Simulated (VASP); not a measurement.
Input of a VASP 6.6.1 run:

INCAR

```
ALGO = Normal ; EDIFF = 1E-6
ENCUT = 520 ; GGA = PS
ISIF = 2 ; ISMEAR = 0
LASPH = True ; LCHARG = False
LREAL = False ; LWAVE = False
NBANDS = 12 ; NELM = 100
PREC = Accurate ; SIGMA = 0.02
```

KPOINTS

```
k-points
0
Gamma
  10 10 10
```

POSCAR

```
BeC2
1.0
   -1.8049555839      1.8049555839      2.3339004673
    1.8049555839     -1.8049555839      2.3339004673
    1.8049555839      1.8049555839     -2.3339004673
Be C
1 2
Direct
    0.0000000000      0.0000000000      0.0000000000
    0.6339810766      0.6339810766      0.0000000000
    0.3660189234      0.3660189234      0.0000000000
```

Potentials or basis: VASP PAW PBE potentials, release 64 (Be, C).

The run is started by

```sh
$ cat potpaw_PBE.64/Be/POTCAR potpaw_PBE.64/C/POTCAR > POTCAR
$ mpirun -np 1 vasp_std > vasp.out
```

Predict the band gap on the k mesh.

2.14 eV, indirect (least direct gap 2.80 eV).

Estimate the pressure.

0.3 GPa.

Predict the largest force.

0.129 eV/Å.

Stress tensor (GPa, compression positive):
```
0.03 0.00 0.00
0.00 0.03 0.00
0.00 0.00 0.97
```

Caveat: the standard files for N, O and F lose accuracy on very short bonds; the PAW data sets were made with another functional, which shifts forces and pressure a little. A k mesh can miss the band edges.
